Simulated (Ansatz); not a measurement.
The cell is COD entry 9009014, as deposited and not checked against the literature; nothing was relaxed. It is an old determination, and later ones may differ.

An input for Mg₂Ge and the output that it gave: DFT, PBE, PAW with Ansatz's default frozen-core files, scalar-relativistic (Ansatz 0.2.0).

Command: `ansatz run input.yaml --threads 1 --pin off --max-ram 4096MiB --backend cpu --events-out ev --progress --plain --runs-dir out` The run took 27 s on 1 thread of Arm Neoverse V1 (shared host), peak memory 0.39 GiB.

```yaml
crystal:
  lattice:
    - [0.0, 3.189, 3.189]
    - [3.189, 0.0, 3.189]
    - [3.189, 3.189, 0.0]
  atoms:
    - { symbol: Mg, position: [0.25, 0.25, 0.25] }
    - { symbol: Mg, position: [0.75, 0.75, 0.75] }
    - { symbol: Ge, position: [0.0, 0.0, 0.0] }
kpoints:
  mp_grid: { grid: [10, 10, 10] }
  band_path:
    path:
      - [0.0, 0.0, 0.0]
      - [0.5, 0.0, 0.5]
      - [0.625, 0.25, 0.625]
      - [0.375, 0.375, 0.75]
      - [0.0, 0.0, 0.0]
      - [0.5, 0.5, 0.5]
      - [0.5, 0.25, 0.75]
      - [0.5, 0.0, 0.5]
    npoints: 14
scf:
  occupations: { method: fermi_dirac, width: 0.05 }
hamiltonian:
  xc: pbe
  pseudopotentials: { kind: paw }
output:
  forces: true
  stress: true
  eigenvalues: true
  efg: { contact_densities: true }
  populations: true
  bader: true
  dos: { projected: true, de: 0.2, e_range: [-14, 8] }
  write_density: true
  write_potential: true
  elf: true
  volumetric_format: npy
```

What the program printed:

```
Engine: ansatz 0.2.0
Pseudopotentials: kind: paw
Pseudopotential: Mg, paw, valence charge 10, recommended cutoff 420 eV (normal)
Pseudopotential: Ge, paw, valence charge 14, recommended cutoff 420 eV (normal)
Functional definition: PBE
  parameter kappa = 0.804
  parameter beta = 0.06672455060314922
  exchange = pbe_x(kappa = kappa, mu = beta*pi^2/3)
  correlation = pbe_c(beta = beta)
Crystal: 3 atoms, lattice volume = 64.862 Å³
Basis set: ecut = 420 eV, 1243 PW (Γ), exchange–correlation on 64×64×64 points (8 copies of the dense FFT grid, shifted against one another)
Bands: 21, of which v1, the nominal top of the filled ones, is band 17 counted from 1 (16 counted from 0)
Symmetry: 48 space group operations
Space group: Fm-3m (ITA 225), of the structure as read, at distance tolerance 4.0e-5 Å
k-points: 47 of 1000
Non-local potential: Mg, projectors of the file, l = 0: 3, l = 1: 2, l = 2: 1
Non-local potential: Ge, projectors of the file, l = 0: 2, l = 1: 2, l = 2: 3, l = 3: 1
PAW form: soft (Blöchl's): semilocal exchange-correlation on the pseudo side does not see the compensation charge
PAW one-centre angular grid: Mg, 110 points (default); XC on 64 Gauss nodes
PAW one-centre angular grid: Ge, 590 points (default); XC on 64 Gauss nodes
Initial density: superposition of atomic densities (neutral atoms: chi_scale 0, normalization atom), corrected by the library's trained network
Initial wavefunctions: pseudopotential atomic-orbital guess
Functional: x = pbe(κ = 0.804, μ = 0.2195149727645171), c = pbe(β = 0.06672455060314922)
SCF iter   1: F=—  HF=-8143.422094 eV  |F-HF|=—  |Δ(HF+E_count)|=         —  Δρ=4.72e-3  dr2=3.77e-2  ethr=1.77e-3  ⟨swp⟩=6.0  Hψ=4370  notcnv=0
preconditioner: auto → none  [insulator: Δε(μ)=0.245 eV  Ē_g=7.378 eV  σ=0.050 eV  W_gap=0.51  n_scr=14 (ndim 8)  ℏωp=13.0 eV  f_vac=0.038  D(μ)=0.10/eV (n_scr^D=0)  ε∞_Penn≈4.1]
SCF iter   2: F=—  HF=-8143.411506 eV  |F-HF|=—  |Δ(HF+E_count)|=   1.06e-2  Δρ=1.40e-3  dr2=1.31e-3  ethr=1.11e-4  ⟨swp⟩=2.0  Hψ=1724  notcnv=0
SCF iter   3: F=—  HF=-8143.411462 eV  |F-HF|=—  |Δ(HF+E_count)|=   4.47e-5  Δρ=7.90e-4  dr2=3.35e-4  ethr=3.85e-6  ⟨swp⟩=2.0  Hψ=1392  notcnv=0
SCF iter   4: F=—  HF=-8143.411539 eV  |F-HF|=—  |Δ(HF+E_count)|=   7.71e-5  Δρ=1.87e-4  dr2=2.45e-5  ethr=9.86e-7  ⟨swp⟩=2.0  Hψ=1411  notcnv=0
SCF iter   5: F=—  HF=-8143.411540 eV  |F-HF|=—  |Δ(HF+E_count)|=   8.44e-7  Δρ=1.91e-5  dr2=1.55e-7  ethr=7.21e-8  ⟨swp⟩=2.0  Hψ=1414  notcnv=0
SCF iter   6: F=-8143.411540 eV  HF=-8143.411540 eV  |F-HF|=1.17e-8  |Δ(HF+E_count)|=   2.24e-7  Δρ=3.94e-6  dr2=6.71e-9  ethr=2.94e-10  ⟨swp⟩=9.3  Hψ=6740  notcnv=0
SCF 1 converged in 6 iterations: F = -8143.411540 eV  dr2 = 6.71e-9
  greatest PAW one-centre occupation: 1.000 electrons in one spin orbital (limit 2), on the Mg atom at site 1 (counted from 0), in its partial waves of l = 0
NSCF: frozen V_eff on 99 k-points
SCF converged after 6 iterations
Free energy (F): -8143.411540 eV
Harris-Foulkes:  -8143.411540 eV  (|F-HF|=1.17e-8)
Internal energy: -8143.410883 eV  (E = F + TS)
E sigma→0 (E₀):  -8143.411211 eV
Entropy (-TS):   -0.000657 eV (-0.219 meV/atom)
Fermi energy:    7.028946 eV
--- Per-component energies (eV) ---
  E_band       = -851.197458
  E_kinetic    = 263.421690
  E_local      = -5735.298854  (includes V_loc(G=0)·N_el)
  E_nonlocal   = 609.284216
  E_hartree    = 2260.461040
  E_xc         = -133.896240
  E_vxc        = -139.948388  (∫ρ·V_xc dr)
  E_paw        = -2604.852508  (= ΣΔE_a)
  E_vpaw       = -369.578837  (= ΣTr[D̂ρ^β])
  E_aug_tail   = 0.000324  (compensation charges beyond the density's cutoff)
  E_ewald      = -2802.530551
  E_smearing   = -0.000657  (= −TS)
  E_closure    = -0.000000  (closes the sum)
  Σ components = -8143.411540   (vs F -8143.411540, Δ=0.00e0)
--- Forces (eV/Å), atoms counted from 1 ---
  atom   1  Mg    -0.00000000     0.00000000     0.00000000
  atom   2  Mg    -0.00000000    -0.00000000     0.00000000
  atom   3  Ge    -0.00000000    -0.00000000     0.00000000
  max |Σ_I F_I| component: 5.55e-17 eV/Å
--- Stress (GPa, compression-positive) ---
        1.055501       0.000000       0.000000
       -0.000000       1.055501      -0.000000
       -0.000000      -0.000000       1.055501
  P = ⅓ Tr σ = 1.0555 GPa (10.555 kbar)
--- PAW observables at the nuclei: V_zz in 10²¹ V/m², potentials from the cell's mean, atoms counted from 1 ---
  atom   1  Mg V_zz =    -0.000000   η = 0.0000   by run symmetry: forbidden
            electrostatic potential = -1100.336564 V   contact ρ = 7799.144015 e/Å³
  atom   2  Mg V_zz =    +0.000000   η = 0.0000   by run symmetry: forbidden
            electrostatic potential = -1100.336564 V   contact ρ = 7799.144015 e/Å³
  atom   3  Ge V_zz =    +0.000000   η = 0.0000   by run symmetry: forbidden
            electrostatic potential = -4319.788417 V   contact ρ = 210249.795338 e/Å³
--- Band table (eV; the first three rows and the last of 47) ---
  k-point 0: bands = ["-69.1520", "-69.1491", "-35.9114", "-35.9114", "-35.9114", "-35.8976", "-35.8976", "-35.8976", "-16.7368", "-16.7368", "-16.7368", "-16.7193", "-16.7193", "-2.8317", "6.9237", "6.9237", "6.9237", "7.9851", "9.7574", "9.7574", "9.7574"]
  k-point 1: bands = ["-69.1520", "-69.1492", "-35.9111", "-35.9111", "-35.9111", "-35.8980", "-35.8979", "-35.8979", "-16.7368", "-16.7367", "-16.7367", "-16.7193", "-16.7193", "-2.7478", "5.9251", "6.8182", "6.8182", "8.5386", "9.9483", "9.9483", "10.0187"]
  k-point 2: bands = ["-69.1517", "-69.1494", "-35.9102", "-35.9101", "-35.9101", "-35.8991", "-35.8989", "-35.8989", "-16.7368", "-16.7364", "-16.7364", "-16.7193", "-16.7193", "-2.5064", "4.5640", "6.5939", "6.5939", "8.4839", "10.2199", "10.2199", "11.1102"]
  k-point 46: bands = ["-69.1507", "-69.1504", "-35.9144", "-35.9138", "-35.9073", "-35.9020", "-35.8957", "-35.8952", "-16.7370", "-16.7359", "-16.7346", "-16.7196", "-16.7186", "-1.1014", "2.9482", "3.6074", "4.2725", "9.1642", "9.8007", "11.2858", "11.7000"]
--- Löwdin populations: 3 sites ---
  site symbol       q [e]
     0     Mg      8.6770
     1     Mg      8.6770
     2     Ge     16.3339
  spilling = 0.009177 (of n_electrons = 34.000000)
--- Bader charges: 3 sites ---
  site symbol  charge [e]  shift [e]
     0     Mg      1.4712     0.0001
     1     Mg      1.4712     0.0001
     2     Ge     -2.9424     0.0002
  estimated error of the sums over rays = 2.5e-4 e
```
